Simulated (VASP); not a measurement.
Wanted: the native input for a VASP 6.6.1 run.

- Task: relaxation of cell and atoms
- Functional: PBE
- Potentials or basis: VASP PAW PBE potentials, release 64 (Si)
- Cutoff: 520 eV
- k mesh: 20 × 20 × 18
- Occupations: gaussian, width 0.1 eV
- Spin: no spin polarisation
- Further INCAR settings: ALGO = Normal; EDIFF = 1e-06; IBRION = 2; EDIFFG = -0.01; NSW = 90; ISIF = 3

The structure of Si lies in POSCAR:

```
Si
1.0
    2.5270000000      0.0000000000      0.0000000000
   -1.2635000000      2.1884462000      0.0000000000
    0.0000000000      0.0000000000      2.3730000000
Si
1
Direct
    0.0000000000      0.0000000000      0.0000000000
```

This isn't the form of Si at room conditions, which is diamond.

These files were run (other wordings do the same):

INCAR

```
  PREC = Accurate
  ENCUT = 520
  EDIFF = 1E-6
  ISMEAR = 0
  SIGMA = 0.1
  LREAL = F
  LASPH = T
  NELM = 120
  ALGO = Normal
  ISIF = 3
  LWAVE = F
  LCHARG = F
  GGA = PE
  IBRION = 2
  NSW = 90
  EDIFFG = -0.01
```

KPOINTS

```
regular mesh
0
Gamma
  20 20 18
```

Potentials or basis: VASP PAW PBE potentials, release 64 (Si).

Launch:

```bash
$ cat potpaw_PBE.64/Si/POTCAR > POTCAR
$ mpirun -np 1 vasp_std > vasp.out
```

It gave:

The relaxed volume is 15.09 Å³/atom. The relaxed cell is a = 2.655 Å, b = 2.655 Å, c = 2.473 Å, α = 90.00°, β = 90.00°, γ = 120.00° and the space group after relaxing (to 0.05 Å) is P6/mmm (No. 191). The energy gained by relaxing is 111.2 meV/atom and the ionic steps are 8. The pressure after relaxing is 0.0 GPa. The band gap on the k mesh is none (metal or under the smearing width).

Caveat: the volume moved by +15 % from the deposited cell, more than functionals usually miss.

It took 65 s on 1 thread of Intel(R) Xeon(R) Platinum 8259CL CPU @ 2.50GHz (Skylake/Cascade Lake), on a shared host, peak memory 0.14 GiB.
